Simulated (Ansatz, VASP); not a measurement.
B2P3 in VASP and in Ansatz

```
B P
1.0
     5.30806    0.00000    0.00000
    -2.65403    4.59692    0.00000
     0.00000    0.00000    2.99204
B P
2 3
Direct
  0.33333 0.66667 0.00000
  0.66667 0.33333 0.00000
  0.50000 0.00000 0.50000
  0.00000 0.50000 0.50000
  0.50000 0.50000 0.50000
```

Alike in both runs: functional PBE; k mesh 6 × 6 × 6; occupations gaussian, width 0.1 eV; no spin polarisation.

Ansatz relaxed the structure, and its values are those at the end. VASP's run is a single point on that final structure, the one shown.

|  | VASP | Ansatz |
| --- | --- | --- |
| version | VASP 6.6.1 | Ansatz 0.2.0 |
| potentials or method | VASP PAW PBE potentials, release 64 (B, P) | scalar-relativistic, plane waves, PAW |
| plane-wave cutoff (eV) | 520 | 420 |
| valence electrons in the cell | 21 | 21 |

```tsv
	VASP	Ansatz	Ansatz less VASP
gap on the k mesh at the Fermi level (eV)	none	none	-
pressure (GPa)	-0.2	-0.1	+0.18
```

A gap of «none» marks a metal or a gap that the smearing closes. The functional is the same, so the differences come from potentials, cutoffs and numerics.
